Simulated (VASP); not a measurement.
# Ge (P6_3/mmc) in VASP: a series of runs, part 2 of 2

VASP 6.6.1.

## 4. Band structure, r2SCAN

INCAR

```
ALGO     = Normal         # electronic algorithm
EDIFF    = 1E-7           # SCF threshold, eV
ENCUT    = 520            # plane-wave cutoff, eV
ISIF     = 2              # what is computed and relaxed
ISMEAR   = 0              # smearing method
LASPH    = True           # aspherical terms in the spheres
LCHARG   = False          # write CHGCAR
LMIXTAU  = True         
LREAL    = False          # projectors in reciprocal space
LWAVE    = False          # write WAVECAR
METAGGA  = R2SCAN         # meta-GGA
NBANDS   = 36             # bands
NELM     = 60             # most SCF steps
PREC     = Accurate       # precision mode
SIGMA    = 0.02           # smearing width, eV
```

KPOINTS

```
k-points
0
Gamma
  8 8 4
```

POSCAR

```
Ge
1.0
    3.9975858431      0.0000000000      0.0000000000
   -1.9987929216      3.4620108940      0.0000000000
    0.0000000000      0.0000000000      6.5993779500
Ge
4
Direct
    0.3333333333      0.6666666667      0.9370987500
    0.6666666667      0.3333333333      0.4370987500
    0.3333333333      0.6666666667      0.5629012500
    0.6666666667      0.3333333333      0.0629012500
```

KPOINTS_OPT

```
path GMKGALHA,LM,KH
10
line-mode
reciprocal
 0.0000000000  0.0000000000  0.0000000000  G
 0.5000000000  0.0000000000  0.0000000000  M

 0.5000000000  0.0000000000  0.0000000000  M
 0.3333333333  0.3333333333  0.0000000000  K

 0.3333333333  0.3333333333  0.0000000000  K
 0.0000000000  0.0000000000  0.0000000000  G

 0.0000000000  0.0000000000  0.0000000000  G
 0.0000000000  0.0000000000  0.5000000000  A

 0.0000000000  0.0000000000  0.5000000000  A
 0.5000000000  0.0000000000  0.5000000000  L

 0.5000000000  0.0000000000  0.5000000000  L
 0.3333333333  0.3333333333  0.5000000000  H

 0.3333333333  0.3333333333  0.5000000000  H
 0.0000000000  0.0000000000  0.5000000000  A

 0.5000000000  0.0000000000  0.5000000000  L
 0.5000000000  0.0000000000  0.0000000000  M

 0.3333333333  0.3333333333  0.0000000000  K
 0.3333333333  0.3333333333  0.5000000000  H
```

Potentials or basis: VASP PAW PBE potentials, release 64 (Ge_d).

Command:

```bash
$ cat potpaw_PBE.64/Ge_d/POTCAR > POTCAR
$ mpirun -np 1 vasp_std > vasp.out
```

OUTCAR:

```text
EDIFF = 1E-7
   ENCUT = 520
   ISIF = 2
   ISMEAR = 0
   LASPH = True
   LREAL = False
   METAGGA = R2SCAN
   NELM = 60
   PREC = Accurate

 ion  position               nearest neighbor table
   1  0.333  0.667  0.937-   4 2.45   4 2.45   4 2.45   3 2.47
   2  0.667  0.333  0.437-   3 2.45   3 2.45   3 2.45   4 2.47
   3  0.333  0.667  0.563-   2 2.45   2 2.45   2 2.45   1 2.47
   4  0.667  0.333  0.063-   1 2.45   1 2.45   1 2.45   2 2.47

  LATTYP: Found a hexagonal cell.
[... 1137 lines left out ...]

  FORCE on cell =-STRESS in cart. coord.  units (eV):
  Direction    XX          YY          ZZ          XY          YZ          ZX
  --------------------------------------------------------------------------------------
  -------------------------------------------------------------------------------------
  Total       -0.0119229     -0.0119229      0.0206277      0.0000000      0.0000000      0.0000000
  in kB       -0.2091521     -0.2091521      0.3618522      0.0000000      0.0000000      0.0000000
  external PRESSURE =      -0.0188173 kB  Pullay stress =       0.0000000 kB

 VOLUME and BASIS-vectors are now :
 -----------------------------------------------------------------------------
  energy-cutoff  :      520.00
  volume of cell :       91.33
      direct lattice vectors                 reciprocal lattice vectors
     3.997585843  0.000000000  0.000000000     0.250150976  0.144424733  0.000000000
    -1.998792922  3.462010894  0.000000000     0.000000000  0.288849467  0.000000000
     0.000000000  0.000000000  6.599377950     0.000000000  0.000000000  0.151529433

 POSITION                                       TOTAL-FORCE (eV/Angst)
 -----------------------------------------------------------------------------------
     -0.00000      2.30801      6.18427         0.000000     -0.000000     -0.010736
      1.99879      1.15400      2.88458        -0.000000      0.000000     -0.010736
     -0.00000      2.30801      3.71480         0.000000     -0.000000      0.010736
      1.99879      1.15400      0.41511        -0.000000      0.000000      0.010736
 -----------------------------------------------------------------------------------
    total drift:                               -0.000000      0.000000     -0.000000

  FREE ENERGIE OF THE ION-ELECTRON SYSTEM (eV)
  ---------------------------------------------------
  free  energy   TOTEN  =       -55.4114970784 eV

  energy  without entropy=      -55.4114881136  energy(sigma->0) =      -55.41149260
```

OSZICAR:

```text
N       E                     dE             d eps       ncg     rms          rms(c)
DAV:   1     0.461769719992E+03    0.46177E+03   -0.29130E+04  2516   0.440E+03
DAV:   2     0.270054348849E+02   -0.43476E+03   -0.42388E+03  2160   0.818E+02
DAV:   3    -0.560015131632E+02   -0.83007E+02   -0.81780E+02  2384   0.211E+02
DAV:   4    -0.607036792398E+02   -0.47022E+01   -0.46869E+01  2508   0.583E+01
DAV:   5    -0.608014721045E+02   -0.97793E-01   -0.97764E-01  2444   0.940E+00    0.473E+00
DAV:   6    -0.579567277552E+02    0.28447E+01   -0.60956E-01  2332   0.107E+01    0.261E+00
DAV:   7    -0.524015224920E+02    0.55552E+01   -0.81799E-01  2280   0.659E+00    0.810E-01
DAV:   8    -0.541946233648E+02   -0.17931E+01   -0.31156E-01  2248   0.364E+00    0.538E-01
DAV:   9    -0.551007650647E+02   -0.90614E+00   -0.27849E-01  2244   0.247E+00    0.318E-01
DAV:  10    -0.554014140290E+02   -0.30065E+00   -0.16019E-01  2240   0.264E+00    0.192E-01
[... 43 further cycles ...]
DAV:   2    -0.227258912148E+05   -0.13370E+05     2160
DAV:   3    -0.252213772178E+05   -0.24955E+04     2304
DAV:   4    -0.253615823796E+05   -0.14021E+03     2500
DAV:   5    -0.253645447842E+05   -0.29624E+01     2416
DAV:   6    -0.253646318952E+05   -0.87111E-01     2580
DAV:   7    -0.253646354229E+05   -0.35277E-02     2492
DAV:   8    -0.253646356257E+05   -0.20283E-03     2836
DAV:   9    -0.253646356331E+05   -0.73662E-05     2240
DAV:  10    -0.253646356334E+05   -0.33234E-06     1660
DAV:  11    -0.253646356335E+05   -0.40240E-07     1344
```

Run time: 12 min. Hardware: 1 thread of Intel Xeon Platinum 8559C (Emerald Rapids), shared host; peak memory 0.28 GiB.

Results:

| Item | Value |
| --- | --- |
| Free energy | -55.4115 eV |
| Pressure | 0.0 GPa |
| Largest force | 0.011 eV/Å |
| Band gap on the k mesh | 0.06 eV, direct |
| Band gap along the path | 0.06 eV, direct |

Forces in eV/Å, atoms in the order of the input:
```
Ge   0.000  0.000 -0.011
Ge   0.000  0.000 -0.011
Ge   0.000  0.000  0.011
Ge   0.000  0.000  0.011
```

Levels at the corners of the path, in eV from the valence-band top:
| point | band 24 | band 25 | band 26 | band 27 | band 28 | band 29 | band 30 | band 31 | band 32 | band 33 |
| --- | --- | --- | --- | --- | --- | --- | --- | --- | --- | --- |
| Γ | -1.68 | -1.68 | -0.29 | 0.00 | 0.00 | 0.06 | 0.24 | 2.30 | 2.30 | 2.80 |
| M | -7.09 | -4.87 | -3.34 | -3.02 | -1.65 | 0.63 | 1.82 | 3.72 | 3.84 | 4.47 |
| M | -7.09 | -4.87 | -3.34 | -3.02 | -1.65 | 0.63 | 1.82 | 3.72 | 3.84 | 4.47 |
| K | -7.97 | -5.28 | -3.71 | -3.71 | -3.45 | 1.56 | 4.81 | 4.81 | 5.35 | 5.35 |
| K | -7.97 | -5.28 | -3.71 | -3.71 | -3.45 | 1.56 | 4.81 | 4.81 | 5.35 | 5.35 |
| Γ | -1.68 | -1.68 | -0.29 | 0.00 | 0.00 | 0.06 | 0.24 | 2.30 | 2.30 | 2.80 |
| Γ | -1.68 | -1.68 | -0.29 | 0.00 | 0.00 | 0.06 | 0.24 | 2.30 | 2.30 | 2.80 |
| A | -5.05 | -1.03 | -1.03 | -1.02 | -1.02 | 0.85 | 0.85 | 3.46 | 3.46 | 3.46 |
| A | -5.05 | -1.03 | -1.03 | -1.02 | -1.02 | 0.85 | 0.85 | 3.46 | 3.46 | 3.46 |
| L | -8.26 | -2.77 | -2.77 | -2.65 | -2.65 | 0.63 | 0.63 | 2.27 | 2.27 | 6.36 |
| L | -8.26 | -2.77 | -2.77 | -2.65 | -2.65 | 0.63 | 0.63 | 2.27 | 2.27 | 6.36 |
| H | -8.57 | -4.56 | -4.56 | -2.26 | -2.26 | 1.40 | 1.40 | 4.31 | 4.31 | 6.07 |
| H | -8.57 | -4.56 | -4.56 | -2.26 | -2.26 | 1.40 | 1.40 | 4.31 | 4.31 | 6.07 |
| A | -5.05 | -1.03 | -1.03 | -1.02 | -1.02 | 0.85 | 0.85 | 3.46 | 3.46 | 3.46 |
| L | -8.26 | -2.77 | -2.77 | -2.65 | -2.65 | 0.63 | 0.63 | 2.27 | 2.27 | 6.36 |
| M | -7.09 | -4.87 | -3.34 | -3.02 | -1.65 | 0.63 | 1.82 | 3.72 | 3.84 | 4.47 |
| K | -7.97 | -5.28 | -3.71 | -3.71 | -3.45 | 1.56 | 4.81 | 4.81 | 5.35 | 5.35 |
| H | -8.57 | -4.56 | -4.56 | -2.26 | -2.26 | 1.40 | 1.40 | 4.31 | 4.31 | 6.07 |

Caveat: the PAW data sets were made with another functional, which shifts forces and pressure a little. r2SCAN opens gaps a little over a GGA but as a rule still falls short of measured ones.

## 5. Band structure, TB-mBJ

POSCAR is that of step 4.

INCAR.step1

```
ALGO     = Normal         # electronic algorithm
EDIFF    = 1E-5           # SCF threshold, eV
ENCUT    = 520            # plane-wave cutoff, eV
GGA      = PE             # functional
ISIF     = 2              # what is computed and relaxed
ISMEAR   = 0              # smearing method
LASPH    = True           # aspherical terms in the spheres
LCHARG   = False          # write CHGCAR
LREAL    = False          # projectors in reciprocal space
LWAVE    = True           # write WAVECAR
NBANDS   = 36             # bands
NELM     = 60             # most SCF steps
PREC     = Accurate       # precision mode
SIGMA    = 0.02           # smearing width, eV
```

INCAR.step2

```
ALGO     = Normal         # electronic algorithm
EDIFF    = 1E-7           # SCF threshold, eV
ENCUT    = 520            # plane-wave cutoff, eV
ISIF     = 2              # what is computed and relaxed
ISMEAR   = 0              # smearing method
ISTART   = 1            
LASPH    = True           # aspherical terms in the spheres
LCHARG   = False          # write CHGCAR
LREAL    = False          # projectors in reciprocal space
LWAVE    = False          # write WAVECAR
METAGGA  = MBJ            # meta-GGA
NBANDS   = 36             # bands
NELM     = 60             # most SCF steps
PREC     = Accurate       # precision mode
SIGMA    = 0.02           # smearing width, eV
```

KPOINTS is that of step 4.

KPOINTS_OPT is that of step 4.

Command:

```bash
$ cat potpaw_PBE.64/Ge_d/POTCAR > POTCAR
$ cp INCAR.step1 INCAR
$ mpirun -np 1 vasp_std > vasp.out
$ cp INCAR.step2 INCAR
$ mpirun -np 1 vasp_std > vasp.out
```

Wall time 4.6 min (1 thread of Intel Xeon Platinum 8559C (Emerald Rapids), shared host); peak memory 0.27 GiB.

Results (log left out):

```
Band gap on the k mesh  : 0.34 eV, direct
Band gap along the path : 0.34 eV, direct
```

Levels at the corners of the path, in eV from the valence-band top:
| point | band 24 | band 25 | band 26 | band 27 | band 28 | band 29 | band 30 | band 31 | band 32 | band 33 |
| --- | --- | --- | --- | --- | --- | --- | --- | --- | --- | --- |
| Γ | -1.56 | -1.56 | -0.27 | 0.00 | 0.00 | 0.34 | 0.59 | 2.43 | 2.43 | 2.93 |
| M | -6.66 | -4.52 | -3.10 | -2.76 | -1.52 | 0.90 | 2.01 | 3.84 | 3.88 | 4.52 |
| M | -6.66 | -4.52 | -3.10 | -2.76 | -1.52 | 0.90 | 2.01 | 3.84 | 3.88 | 4.52 |
| K | -7.51 | -4.88 | -3.44 | -3.44 | -3.19 | 1.85 | 4.88 | 4.88 | 5.38 | 5.38 |
| K | -7.51 | -4.88 | -3.44 | -3.44 | -3.19 | 1.85 | 4.88 | 4.88 | 5.38 | 5.38 |
| Γ | -1.56 | -1.56 | -0.27 | 0.00 | 0.00 | 0.34 | 0.59 | 2.43 | 2.43 | 2.93 |
| Γ | -1.56 | -1.56 | -0.27 | 0.00 | 0.00 | 0.34 | 0.59 | 2.43 | 2.43 | 2.93 |
| A | -4.70 | -0.94 | -0.94 | -0.94 | -0.94 | 1.09 | 1.09 | 3.52 | 3.52 | 3.52 |
| A | -4.70 | -0.94 | -0.94 | -0.94 | -0.94 | 1.09 | 1.09 | 3.52 | 3.52 | 3.52 |
| L | -7.77 | -2.56 | -2.56 | -2.45 | -2.45 | 0.90 | 0.90 | 2.38 | 2.38 | 6.27 |
| L | -7.77 | -2.56 | -2.56 | -2.45 | -2.45 | 0.90 | 0.90 | 2.38 | 2.38 | 6.27 |
| H | -8.07 | -4.20 | -4.20 | -2.09 | -2.09 | 1.57 | 1.57 | 4.44 | 4.44 | 6.07 |
| H | -8.07 | -4.20 | -4.20 | -2.09 | -2.09 | 1.57 | 1.57 | 4.44 | 4.44 | 6.07 |
| A | -4.70 | -0.94 | -0.94 | -0.94 | -0.94 | 1.09 | 1.09 | 3.52 | 3.52 | 3.52 |
| L | -7.77 | -2.56 | -2.56 | -2.45 | -2.45 | 0.90 | 0.90 | 2.38 | 2.38 | 6.27 |
| M | -6.66 | -4.52 | -3.10 | -2.76 | -1.52 | 0.90 | 2.01 | 3.84 | 3.88 | 4.52 |
| K | -7.51 | -4.88 | -3.44 | -3.44 | -3.19 | 1.85 | 4.88 | 4.88 | 5.38 | 5.38 |
| H | -8.07 | -4.20 | -4.20 | -2.09 | -2.09 | 1.57 | 1.57 | 4.44 | 4.44 | 6.07 |

Caveat: the PAW data sets were made with another functional, which shifts forces and pressure a little.

## 6. The runs side by side

```tsv
level	potentials or basis	gap on the mesh (eV)
LDA	VASP PAW LDA potentials, release 64 (Ge_d)	0.17
PBEsol	VASP PAW PBE potentials, release 64 (Ge_d)	-
r2SCAN	VASP PAW PBE potentials, release 64 (Ge_d)	0.06
TB-mBJ	VASP PAW PBE potentials, release 64 (Ge_d)	0.34
```

Alike in all rows: task band structure; no spin polarisation; cell as given; k mesh 8 × 8 × 4; cutoff (eV) 520; smearing gaussian 0.02 eV.

Caveats: the PAW data sets were made with another functional, which shifts forces and pressure a little (some runs).

Absolute energies hang on the potentials; compare differences alone.
